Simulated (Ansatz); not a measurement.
**From LDA to G0W0: InGaP2 (quasi-random alloy, started on the GaP lattice) (Cm)**

How far does one-shot GW move the LDA gap of InGaP2 (quasi-random alloy, started on the GaP lattice) (Cm)?

Program: Ansatz 0.2.0. Level of theory: LDA, then G0W0 on it, plane waves, PAW. Results are calculated unless marked as measured.

Report form: the programs' logs are mostly left out.

### 1. Starting point

The structure is monoclinic, space group Cm (No. 8). Conventional cell: a = 11.226 Å, b = 15.845 Å, c = 9.700 Å, α = 90.00°, β = 125.25°, γ = 90.00°. Nearest to Ga lie 4 P at 2.35 to 2.37 Å. In has 4 P at 2.49 to 2.52 Å nearest. Nearest to Ga lie 4 P at 2.34 to 2.38 Å. Nearest to In lie 4 P at 2.49 to 2.52 Å. Nearest to Ga lie 4 P at 2.33 to 2.38 Å. Nearest to In lie 4 P at 2.50 to 2.53 Å. It derives from GaP. Farther neighbours are not listed.

The structure was relaxed with LDA. The runs that relaxed it are not among those shown.

The logs state that the PAW files were generated under PBE.

### 2. Bands along the symmetry lines

Levels along a band path and on the mesh show where this functional puts the band edges.

This step: DFT, LDA, plane waves, PAW; PAW set soft_1.

File input.yaml:

```yaml
crystal:
  lattice:
    - [-5.6131192393, 5.5981949379, -5.6056479351]
    - [5.6205722364, 5.6047738094, 5.6047738094]
    - [5.6056662421, -5.5973208123, -5.5973208123]
  atoms:
    - { symbol: Ga, position: [-0.0054647512, 0.0050205743, 8.54681e-05] }
    - { symbol: In, position: [0.2458087859, 0.4952607314, 0.2501943615] }
    - { symbol: Ga, position: [0.5092725421, 0.0043542345, 0.5033094168] }
    - { symbol: In, position: [0.75, 0.4966644551, 0.7459167939] }
    - { symbol: Ga, position: [0.75, 0.2420237424, -0.0008827484] }
    - { symbol: In, position: [0.0006628117, 0.7506106194, 0.2506252274] }
    - { symbol: In, position: [0.2471066991, 0.2511092398, 0.4965541761] }
    - { symbol: Ga, position: [0.5054647512, 0.7604853255, 0.7555502193] }
[... 20 atom lines left out ...]
    - { symbol: P, position: [0.245959054, 0.0131705662, 0.0134785897] }
    - { symbol: P, position: [0.5001725914, 0.4854144591, 0.2532176253] }
    - { symbol: P, position: [0.75, 0.0098610997, 0.4935701774] }
    - { symbol: P, position: [0.0021164128, 0.4884707712, 0.7391615093] }
kpoints:
  mp_grid: { grid: [4, 4, 4] }
  band_path:
    path:
      - [[0.0, 0.0, 0.0], [0.5, 0.0, 0.0]]
      - [[0.0, 0.5, 0.0], [0.0, 0.0, 0.0], [0.0, 0.0, 0.5]]
      - [[0.5, 0.5, 0.5], [0.0, 0.0, 0.0]]
    npoints: 6
hamiltonian:
  xc: lda
  pseudopotentials: { kind: paw, azcp: { folder: soft_1 }, xc_functional: pbe }
scf:
  occupations: { method: fermi_dirac, width: 0.02 }
  n_extra_bands: 14
output:
  eigenvalues: true
```

Run with:

```
ansatz run input.yaml --threads 32 --pin off --max-ram 82944MiB --backend cuda --events-out ev --progress --plain --runs-dir out --devices 1 --max-vram 78GiB
```

Elapsed: 4.7 s, on 1 × NVIDIA GB200 (shared by 2 runs) with 32 threads of Arm Neoverse V2, shared host; peak memory 1.4 GiB; 44 s of CPU time.

This step gave:

```
filled bands         : 144
gap                  : 1.038 eV
valence top at       : Γ
conduction bottom at : Γ
least direct gap     : 1.038 eV
```

Over mesh and path the gap is 1.038 eV, in a supercell, where edges may be folded.

The electronic bands at the labelled points (eV, zero at the top of the highest nominally filled band):

| point | band 141 | band 142 | band 143 | band 144 | band 145 | band 146 | band 147 | band 148 |
| --- | --- | --- | --- | --- | --- | --- | --- | --- |
| Γ | -0.90 | -0.07 | 0.00 | 0.00 | 1.04 | 1.42 | 1.44 | 1.47 |
| halfway | -0.96 | -0.65 | -0.39 | -0.06 | 1.64 | 1.69 | 1.80 | 1.93 |
| X | -1.18 | -1.11 | -0.38 | -0.18 | 1.87 | 2.07 | 2.09 | 2.40 |
| jump to Y | -1.18 | -1.17 | -0.40 | -0.17 | 1.83 | 2.21 | 2.35 | 2.39 |
| halfway | -0.98 | -0.66 | -0.36 | -0.07 | 1.66 | 1.74 | 1.75 | 1.83 |
| Γ | -0.90 | -0.07 | 0.00 | 0.00 | 1.04 | 1.42 | 1.44 | 1.47 |
| halfway | -0.95 | -0.66 | -0.36 | -0.10 | 1.70 | 1.74 | 1.75 | 1.83 |
| Z | -1.16 | -1.10 | -0.31 | -0.30 | 2.02 | 2.03 | 2.26 | 2.28 |
| jump to R | -1.05 | -1.01 | -0.90 | -0.86 | 1.20 | 1.27 | 1.46 | 1.51 |
| halfway | -0.62 | -0.52 | -0.51 | -0.51 | 1.56 | 1.73 | 1.78 | 1.87 |
| Γ | -0.90 | -0.07 | 0.00 | 0.00 | 1.04 | 1.42 | 1.44 | 1.47 |

### 3. One-shot GW

G0W0 replaces the xc potential by a self-energy built once from the orbitals of the start. Levels are corrected in the window of bands that the input names, at points of the mesh.

This step: G0W0 on LDA, plane waves, PAW; PAW set soft_1.

Changes to input.yaml since step 2:

```diff
@@ -39,9 +39,3 @@
 kpoints:
-  mp_grid: { grid: [4, 4, 4] }
-  band_path:
-    path:
-      - [[0.0, 0.0, 0.0], [0.5, 0.0, 0.0]]
-      - [[0.0, 0.5, 0.0], [0.0, 0.0, 0.0], [0.0, 0.0, 0.5]]
-      - [[0.5, 0.5, 0.5], [0.0, 0.0, 0.0]]
-    npoints: 6
+  mp_grid: { grid: [2, 2, 2] }
 hamiltonian:
@@ -50,5 +44,8 @@
 scf:
-  occupations: { method: fermi_dirac, width: 0.02 }
-  n_extra_bands: 14
-output:
-  eigenvalues: true
+  occupations: { method: fixed }
+gw:
+  n_empty_bands: 2938
+  ecut_chi: 150.0
+  qp_bands: [v2, c2]
+  qp_kpoints: band_edges
+  screening: { model: contour_deformation }
```

Wall time 94 s (1 × NVIDIA GB200 (shared by 2 runs) with 32 threads); peak memory 13 GiB; 4.4 min of CPU time.

Numbers from this step:

```yaml
bands_summed: 3082
rpa_eps_infinity_on_this_mesh_eigenvalues: 15.12, 15.81, 15.83
plane_waves_in_the_screening_matrix: 2899
q_points_in_the_mesh: 8
g0w0_gap_over_the_corrected_points: 1.834 eV
k_of_the_valence_top: 0, 0, 0
k_of_the_conduction_bottom: 0, 0, 0
starting_gap_on_the_mesh: 1.036 eV
z_at_the_valence_top: 0.7473
z_at_the_conduction_bottom: 0.7638
least_direct_g0w0_gap_over_the_corrected_points: 1.834 eV
```

Over all 6 irreducible mesh points the G0W0 gap is 1.834 eV, in a supercell, where edges may be folded. The LDA gap of this run on the mesh is 1.036 eV. The two states that bound the G0W0 gap lie that far apart at the start, so the correction of the gap is 1.834 − 1.036 = +0.798 eV. The start of this run differs from the step before in mesh (4×4×4 and 2×2×2).

Labels follow the order of the start: v1 is the top filled band, c1 the lowest empty one; levels that stay degenerate share a row, the window can cut a multiplet, doubted levels are not marked in this list, bands outside the window were not corrected, and the list may be a part of the corrected levels. The levels before and after the correction (eV, zero at the valence-band top of each column):

|  | conduction bottom | valence top |
| --- | --- | --- |
| Kohn-Sham | 1.04 | 0.00 |
| G0W0 | 1.83 | 0.00 |

|  | level | occupation | energy (eV) |
| --- | --- | --- | --- |
| Kohn-Sham | Γ v2 | 2 | -0.004 |
| Kohn-Sham | Γ v1 | 2 | 0.000 |
| Kohn-Sham | Γ c1 | 0 | 1.036 |
| Kohn-Sham | Γ c2 | 0 | 1.422 |
| G0W0 | Γ v2 | 2 | -0.005 |
| G0W0 | Γ v1 | 2 | 0.000 |
| G0W0 | Γ c1 | 0 | 1.834 |
| G0W0 | Γ c2 | 0 | 1.976 |

The parts of the quasiparticle energy for the two states that bound the G0W0 gap, in eV on the run's own scale (QP = start + Σx + Σc − Vxc, with Σc at the quasiparticle energy):

| edge | k | band | start | Σx | Σc | Vxc | Z | QP |
| --- | --- | --- | --- | --- | --- | --- | --- | --- |
| valence top | Γ | 144 | 7.222 | −16.992 | 1.067 | −15.547 | 0.747 | 6.844 |
| conduction bottom | Γ | 145 | 8.259 | −10.476 | −4.120 | −15.016 | 0.764 | 8.678 |

### 4. Spin-orbit coupling

This run has two-component orbitals with spin-orbit coupling.

This step: DFT, LDA with spin-orbit coupling, plane waves, PAW; PAW set soft_1.

Changes to input.yaml since step 3:

```diff
@@ -39,13 +39,21 @@
 kpoints:
-  mp_grid: { grid: [2, 2, 2] }
+  mp_grid: { grid: [4, 4, 4] }
+  band_path:
+    path:
+      - [0.0, 0.0, 0.0]
+      - [0.5, 0.0, 0.0]
+      - [0.0, 0.5, 0.0]
+      - [0.0, 0.0, 0.5]
+      - [0.5, 0.5, 0.5]
+    npoints: 1
 hamiltonian:
   xc: lda
-  pseudopotentials: { kind: paw, azcp: { folder: soft_1 }, xc_functional: pbe }
+  pseudopotentials: { kind: paw_fr, azcp: { folder: soft_1 }, xc_functional: pbe }
 scf:
-  occupations: { method: fixed }
-gw:
-  n_empty_bands: 2938
-  ecut_chi: 150.0
-  qp_bands: [v2, c2]
-  qp_kpoints: band_edges
-  screening: { model: contour_deformation }
+  occupations: { method: fermi_dirac, width: 0.02 }
+  n_extra_bands: 28
+magnetization:
+  noncollinear: true
+  spin_orbit: true
+output:
+  eigenvalues: true
```

Elapsed: 7.6 s, on 1 × NVIDIA GB200 (shared by 2 runs) with 32 threads; peak memory 3.5 GiB.

Numbers from this step:

* gap: 1.008 eV
* valence top at: Γ
* conduction bottom at: Γ
* least direct gap: 1.008 eV

Over mesh and listed points the gap is 1.008 eV, in a supercell, where edges may be folded. LDA+SOC against LDA: 1.008 − 1.038 = −0.030 eV, with the same mesh, set of files (read in its fully relativistic form for the spin-orbit run) and cutoff, and both edges at the same k points. The spin-orbit run sees mesh and listed points alone, so its gap is an upper bound: the coupling can move an edge off these points, the more so as this crystal has no centre of inversion, and the change over the zone, its sign included where it is small, is not known.

### 5. Side by side

Each gap is the least one over the points named; times are wall times on shared hosts, not benchmarks. A G0W0 time includes the run's own self-consistent start. Runs with listed points see these and the mesh alone, so an edge that moves elsewhere is missed. Rows marked * are further runs, not shown as steps, whose inputs differ from the G0W0 step on the same start in the columns given; solver thresholds can differ too.

| level | mesh | files, cutoff | bands summed, screening | points | gap (eV) | valence top | conduction bottom | least direct gap (eV) | time |
| --- | --- | --- | --- | --- | --- | --- | --- | --- | --- |
| LDA | 4×4×4 | soft_1 PAW, 420 eV | - | mesh and path | 1.038 | Γ | Γ | 1.038 | 4.7 s |
| LDA+SOC | 4×4×4 | soft_1 PAW, 420 eV | - | mesh and listed points | 1.008 | Γ | Γ | 1.008 | 7.6 s |
| G0W0@LDA* | 2×2×2 | soft_1 PAW, 420 eV | 1331, 82 eV | all 6 irreducible mesh points | 1.848 | Γ | Γ | 1.848 | 28 s |
| G0W0@LDA | 2×2×2 | soft_1 PAW, 420 eV | 3082, 150 eV | all 6 irreducible mesh points | 1.834 | Γ | Γ | 1.834 | 94 s |

### 6. Summary of results

```json
{
 "LDA gap over mesh and path": "1.038 eV, in a supercell, where edges may be folded",
 "G0W0@LDA gap over all 6 irreducible mesh points": "1.834 eV, in a supercell, where edges may be folded",
 "LDA+SOC gap over mesh and listed points": "1.008 eV",
 "GW settings": "2×2×2 mesh, 2938 empty bands, screening to 150 eV, PAW set soft_1 files",
 "known limits": "finite bands, screening cutoff and k mesh; no spin-orbit coupling in G0W0; d shells not analysed"
}
```

**Reading.** Over all 6 irreducible mesh points the G0W0 gap is 1.834 eV, in a supercell, where edges may be folded. The LDA gap of this run on the mesh is 1.036 eV. The two states that bound the G0W0 gap lie that far apart at the start, so the correction of the gap is 1.834 − 1.036 = +0.798 eV. The valence state moves by 6.844 − 7.222 = −0.378 eV and the conduction state by 8.678 − 8.259 = +0.419 eV, on the run's own scale; with 1331 bands the edge states move by −0.142 and +0.670 eV, so the split between the edges depends on the bands and cutoff. No level off the mesh was corrected, so the G0W0 gap over the whole zone is not known from these runs. From 1331 bands and 82 eV to 3082 bands and 150 eV the gap moves by 1.834 − 1.848 = −0.014 eV; bands and screening cutoff rise together, so their parts are not told apart. Two runs can't test a law of convergence, so the limit is not known. LDA+SOC against LDA: 1.008 − 1.038 = −0.030 eV, with the same mesh, set of files (read in its fully relativistic form for the spin-orbit run) and cutoff, and both edges at the same k points. The spin-orbit run sees mesh and listed points alone, so its gap is an upper bound: the coupling can move an edge off these points, the more so as this crystal has no centre of inversion, and the change over the zone, its sign included where it is small, is not known. What spin-orbit coupling does to the G0W0 levels was not computed, so no sum with the G0W0 gap is formed. The G0W0 runs are scalar-relativistic. One-shot GW is known to converge slowly in bands for compounds with shallow d shells. The cell holds Ga and In; the filling of the d shell and its place against the gap were not analysed here. No pair of G0W0 runs that differ in the mesh alone is shown (2×2×2 is a supercell whose nearest images lie 19 Å apart), so the error from the mesh is not known here. G0W0 is shown with one set of atomic data (soft_1 PAW), so the error from the files is not known here.

[Paths, hosts, dates, memory and timing lines, banners, echoed tables and standing remarks are left out of the program output.]

[Logs are printed without paths, hosts, clocks, repeated set-up lines and the standing remarks that a program may print on its own settings, such as how far it seeks lower states.]

[Runs of the session that timed out or met a known fault of the program may be left out.]

[Cells called generated may have been cut or substituted from an entry of the Crystallography Open Database or the Materials Project.]

[Hosts, paths, dates, database ids (printed as entryN), source tags and the programs' standing remarks are cut or masked in the printed files.]

[Where an RPA ε∞ is given, it is that of the G0W0 mesh and is not shown converged in it. Names of k-points follow the symmetry that the program found, which can be lower than the space group named. Band edges on a path are those of the sampled points; other points can move an edge, and change direct to indirect where valleys lie close.]

[Hybrid gaps are those of their k-mesh and are not shown converged in it.]
